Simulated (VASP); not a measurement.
# LiF (Griceite) (Fm-3m) in VASP: further runs, part 2 of 2

VASP 6.6.1. Earlier steps stand in the parts before.

## 6. Relaxation of the atoms, PBE (a relaxed cell with its volume scaled by 1.06)

The input, INCAR:

```
ALGO = Normal
EDIFF = 1E-7
EDIFFG = -0.01
ENCUT = 600
GGA = PE
IBRION = 2
ISIF = 2
ISMEAR = 0
LASPH = T
LCHARG = F
LREAL = F
LWAVE = F
NELM = 80
NSW = 40
PREC = Accurate
SIGMA = 0.03
```

The input, KPOINTS:

```
k-points
0
Gamma
  12 12 12
```

The input, POSCAR:

```
LiF                                     
1.0
    0.0000000000      2.0651739747      2.0651739747
    2.0651739747      0.0000000000      2.0651739747
    2.0651739747      2.0651739747      0.0000000000
  Li              F             
     1     1
Direct
     0.0000000000000000    0.0000000000000000    0.0000000000000000
     0.5000000000000000    0.5000000000000000    0.5000000000000000
```

Potentials or basis: VASP PAW PBE potentials, release 64 (Li_sv, F).

Run with:

```sh
> cat potpaw_PBE.64/Li_sv/POTCAR potpaw_PBE.64/F/POTCAR > POTCAR
> mpirun -np 1 vasp_std > vasp.out
```

OUTCAR:

```text
EDIFF = 1E-7
   EDIFFG = -0.01
   ENCUT = 600
   GGA = PE
   IBRION = 2
   ISIF = 2
   ISMEAR = 0
   LASPH = T
   LREAL = F
   NELM = 80
   NSW = 40
   PREC = Accurate

 ion  position               nearest neighbor table
   1  0.000  0.000  0.000-   2 2.07   2 2.07   2 2.07   2 2.07   2 2.07   2 2.07
   2  0.500  0.500  0.500-   1 2.07   1 2.07   1 2.07   1 2.07   1 2.07   1 2.07

  LATTYP: Found a face centered cubic cell.
 ALAT       =     4.1303479494

  Lattice vectors:

 A1 = (   0.0000000000,   2.0651739747,   2.0651739747)
 A2 = (   2.0651739747,   0.0000000000,   2.0651739747)
 A3 = (   2.0651739747,   2.0651739747,   0.0000000000)

Analysis of symmetry for initial positions (statically):
=====================================================================
 Subroutine PRICEL returns:
 Original cell was already a primitive cell.

 Routine SETGRP: Setting up the symmetry group for a
 face centered cubic supercell.

 Subroutine GETGRP returns: Found 48 space group operations
 (whereof 48 operations were pure point group operations)
 out of a pool of 48 trial point group operations.

The static configuration has the point symmetry O_h .

Analysis of symmetry for dynamics (positions and initial velocities):
=====================================================================
 Subroutine PRICEL returns:
 Original cell was already a primitive cell.

 Routine SETGRP: Setting up the symmetry group for a
 face centered cubic supercell.

 Subroutine GETGRP returns: Found 48 space group operations
 (whereof 48 operations were pure point group operations)
 out of a pool of 48 trial point group operations.

The dynamic configuration has the point symmetry O_h .

 Subroutine INISYM returns: Found 48 space group operations
 (whereof 48 operations are pure point group operations),
 and found     1 'primitive' translations

----------------------------------------------------------------------------------------

                                     Primitive cell

  volume of cell :      17.6157

  direct lattice vectors                    reciprocal lattice vectors
     0.000000000  2.065173975  2.065173975    -0.242110353  0.242110353  0.242110353
     2.065173975  0.000000000  2.065173975     0.242110353 -0.242110353  0.242110353
     2.065173975  2.065173975  0.000000000     0.242110353  0.242110353 -0.242110353

  length of vectors
     2.920597044  2.920597044  2.920597044     0.419347432  0.419347432  0.419347432

  position of ions in fractional coordinates (direct lattice)
     0.000000000  0.000000000  0.000000000
     0.500000000  0.500000000  0.500000000

  ion indices of the primitive-cell ions
   primitive index   ion index
                 1           1
                 2           2

----------------------------------------------------------------------------------------

 KPOINTS: k-points

Automatic generation of k-mesh.
 Grid dimensions read from file:
 generate k-points for:   12   12   12

 Generating k-lattice:

  Cartesian coordinates                     Fractional coordinates (reciprocal lattice)
    -0.020175863  0.020175863  0.020175863     0.083333333  0.000000000  0.000000000
     0.020175863 -0.020175863  0.020175863     0.000000000  0.083333333  0.000000000
     0.020175863  0.020175863 -0.020175863     0.000000000  0.000000000  0.083333333

  Length of vectors
     0.034945619  0.034945619  0.034945619

  Shift w.r.t. Gamma in fractional coordinates (k-lattice)
     0.000000000  0.000000000  0.000000000

 Subroutine IBZKPT returns following result:
 ===========================================

 Found     72 irreducible k-points:

 Following reciprocal coordinates:
            Coordinates               Weight
  0.000000  0.000000  0.000000      1.000000
  0.083333  0.000000  0.000000      8.000000
  0.166667  0.000000  0.000000      8.000000
  0.250000  0.000000  0.000000      8.000000
  0.333333  0.000000  0.000000      8.000000
  0.416667  0.000000  0.000000      8.000000
[... 16 lines left out ...]
  0.500000  0.166667  0.000000     24.000000
 -0.416667  0.166667  0.000000     24.000000
 [... further k-points ...]
   k-points           NKPTS =     72   k-points in BZ     NKDIM =     72   number of bands    NBANDS=      9
   number of dos      NEDOS =    301   number of ions     NIONS =      2
   total plane-waves  NPLWV =  13824
   dimension x,y,z NGX =    24 NGY =   24 NGZ =   24
   dimension x,y,z NGXF=    48 NGYF=   48 NGZF=   48
   ions per type =               1   1
   NGX,Y,Z   is equivalent  to a cutoff of  13.66, 13.66, 13.66 a.u.
   NGXF,Y,Z  is equivalent  to a cutoff of  27.32, 27.32, 27.32 a.u.
 SYSTEM =  unknown system
   PREC   = accura    normal or accurate (medium, high low for compatibility)
   ISTART =      0    job   : 0-new  1-cont  2-samecut
   ICHARG =      2    charge: 1-file 2-atom 10-const
   ISPIN  =      1    spin polarized calculation?
   LNONCOLLINEAR =      F non collinear calculations
   LSORBIT =      F    spin-orbit coupling
   LASPH  =      T    aspherical Exc in radial PAW
   ENCUT  =  600.0 eV  44.10 Ry    6.64 a.u.   5.83  5.83  5.83*2*pi/ulx,y,z
   NELM   =     80;   NELMIN=  2; NELMDL= -5     # of ELM steps
   EDIFF  = 0.1E-06   stopping-criterion for ELM
   LREAL  =      F    real-space projection
   EDIFFG = -.1E-01   stopping-criterion for IOM
   NSW    =     40    number of steps for IOM
   IBRION =      2    ionic relax: 0-MD 1-quasi-New 2-CG
   NFREE  =      1    steps in history (QN), initial steepest desc. (CG)
   ISIF   =      2    stress and relaxation
   ISYM   =      2    0-nonsym 1-usesym 2-fastsym
   POTIM  = 0.5000    time-step for ionic-motion
   TEBEG  =    0.0;   TEEND  =   0.0 temperature during run
   PSTRESS=    0.0 pullay stress
   NELECT =      10.0000    total number of electrons
   NUPDOWN=      -1.0000    fix difference up-down
   EMIN   =  10.00;   EMAX   =-10.00  energy-range for DOS
   EFERMI =   0.00;   METHOD = LEGACY
   ISMEAR =     0;   SIGMA  =   0.03  broadening in eV -4-tet -1-fermi 0-gaus
   EFERMI_NEDOS =   21; number of points for ismear=-14 and -15
   IALGO  =     38    algorithm
   IMIX   =      4    mixing-type and parameters
     AMIX     =   0.40;   BMIX     =  1.00
     AMIX_MAG =   1.60;   BMIX_MAG =  1.00
  volume/ion in A,a.u.               =       8.81        59.44
  Fermi-wavevector in a.u.,A,eV,Ry     =   1.355527  2.561575 25.000074  1.837454
  Thomas-Fermi vector in A             =   2.482607
   LORBIT       =      0    0 simple, 1 ext, 2 COOP (PROOUT), +10 PAW based schemes
   GGA     = PE    functional components
   LHFCALC =     F    Hartree Fock is set to
   AEXX    =    0.0000 exact exchange contribution
   IVDW    =     0    specifies the selected vdW correction
   LEPSILON=     F    determine dielectric tensor
   LRPA    =     F    only Hartree local field effects (RPA)
 conjugate gradient relaxation of ions
 non-spin polarized calculation
 Gauss-broadening in eV      SIGMA  =   0.03
  energy-cutoff  :      600.00
  volume of cell :       17.62
 maximum number of plane-waves:       609
   NGX = 11   NGY = 11   NGZ = 11

 number of electron      10.0000008 magnetization

 Free energy of the ion-electron system (eV)
  ---------------------------------------------------
  ext. energy  EPLUGINS =         0.00000000
  ---------------------------------------------------
  free energy    TOTEN  =        -9.63598788 eV

  energy without entropy =       -9.63598788  energy(sigma->0) =       -9.63598788

 E-fermi :  -1.2883     XC(G=0):  -9.6223

 val. band max:       -1.4548778232   @ k =  -0.0833   0.0833   0.0000
 cond. band min:       6.9939555217   @ k =   0.0000   0.0000   0.0000
 fundamental gap:      8.4488333449
 Fermi energy:        -1.2883055371

 k-point     1 :       0.0000    0.0000    0.0000
  band No.  band energies     occupation
      1     -42.5545      2.00000
      2     -21.2320      2.00000
      3      -1.4551      2.00000
      4      -1.4551      2.00000
      5      -1.4551      2.00000
      6       6.9940      0.00000
      7      21.5317      0.00000
      8      21.5317      0.00000
      9      21.5317      0.00000
[... 265 lines left out ...]
 k-point    24 :      -0.4167    0.1667    0.0000
  band No.  band energies     occupation
      1     -42.5087      2.00000
      2     -20.7953      2.00000
      3      -3.6143      2.00000
      4      -2.2796      2.00000
      5      -1.7668      2.00000
      6       9.9406      0.00000
      7      13.8400      0.00000
      8      16.8168      0.00000
      9      17.0306      0.00000

 [... further k-points ...]
[... 5 lines left out ...]
  --------------------------------------------------------------------------------------
  -------------------------------------------------------------------------------------
  Total       -0.3850842     -0.3850842     -0.3850842      0.0000000     -0.0000000     -0.0000000
  in kB      -35.0240450    -35.0240450    -35.0240450      0.0000000     -0.0000000     -0.0000000
  external PRESSURE =     -35.0240450 kB  Pullay stress =       0.0000000 kB

 VOLUME and BASIS-vectors are now :
 -----------------------------------------------------------------------------
  energy-cutoff  :      600.00
  volume of cell :       17.62
      direct lattice vectors                 reciprocal lattice vectors
     0.000000000  2.065173975  2.065173975    -0.242110353  0.242110353  0.242110353
     2.065173975  0.000000000  2.065173975     0.242110353 -0.242110353  0.242110353
     2.065173975  2.065173975  0.000000000     0.242110353  0.242110353 -0.242110353

 POSITION                                       TOTAL-FORCE (eV/Angst)
 -----------------------------------------------------------------------------------
      0.00000      0.00000      0.00000        -0.000000     -0.000000      0.000000
      2.06517      2.06517      2.06517         0.000000      0.000000      0.000000
 -----------------------------------------------------------------------------------
    total drift:                               -0.000000     -0.000000      0.000000

  FREE ENERGIE OF THE ION-ELECTRON SYSTEM (eV)
  ---------------------------------------------------
  free  energy   TOTEN  =        -9.6359878796 eV

  energy  without entropy=       -9.6359878796  energy(sigma->0) =       -9.63598788

 reached required accuracy - stopping structural energy minimisation
```

Run time: 5.2 s. Hardware: 1 thread of Intel Xeon 6975P-C (Granite Rapids), shared host; peak memory 0.13 GiB.

Results:

```
Free energy             : -9.6360 eV
Pressure after relaxing : -3.5 GPa
Band gap on the k mesh  : 8.45 eV, direct
```

Final structure:
```cif
data_structure
_symmetry_space_group_name_H-M 'P 1'
_symmetry_Int_Tables_number 1
_cell_length_a 2.9206
_cell_length_b 2.9206
_cell_length_c 2.9206
_cell_angle_alpha 60.000
_cell_angle_beta 60.000
_cell_angle_gamma 60.000
_cell_volume 17.62
loop_
_atom_site_label
_atom_site_type_symbol
_atom_site_fract_x
_atom_site_fract_y
_atom_site_fract_z
_atom_site_occupancy
Li1 Li 0.00000 0.00000 0.00000 1
F1 F 0.50000 0.50000 0.50000 1
```

Levels at points of the mesh, in eV from the valence-band top:
| k point | band 3 | band 4 | band 5 | band 6 | band 7 | band 8 |
| --- | --- | --- | --- | --- | --- | --- |
| (0.00, 0.00, 0.00) | 0.00 | 0.00 | 0.00 | 8.45 | 22.99 | 22.99 |
| (0.50, 0.00, 0.00) | -2.30 | -0.20 | -0.20 | 10.39 | 15.86 | 18.30 |
| (0.50, 0.50, 0.00) | -2.70 | -0.89 | -0.89 | 14.12 | 16.11 | 16.56 |

Caveat: the cutoff is under 1.25 times the usual one of these potentials, so pressure, stress and relaxed cells hold a basis-set (Pulay) error; the relaxation stopped at its first step, so nothing moved. A k mesh can miss the band edges.

## 7. The runs side by side

| cell | gap on the mesh (eV) | pressure (GPa) |
| --- | --- | --- |
| atoms relaxed from: a relaxed cell with its volume scaled by 0.98 | 9.12 | 1.6 |
| atoms relaxed | 8.94 | 0.1 |
| atoms relaxed from: a relaxed cell with its volume scaled by 1.02 | 8.77 | -1.2 |
| atoms relaxed from: a relaxed cell with its volume scaled by 1.04 | 8.60 | -2.4 |
| atoms relaxed from: a relaxed cell with its volume scaled by 1.06 | 8.45 | -3.5 |

Alike in all rows: task relaxation of the atoms; level PBE; potentials or basis VASP PAW PBE potentials, release 64 (Li_sv, F); no spin polarisation; k mesh 12 × 12 × 12; cutoff (eV) 600; smearing gaussian 0.03 eV.

Caveats: the cutoff is under 1.25 times the usual one of these potentials, so pressure, stress and relaxed cells hold a basis-set (Pulay) error; the relaxation stopped at its first step, so nothing moved.

Absolute energies hang on the potentials; compare differences alone.
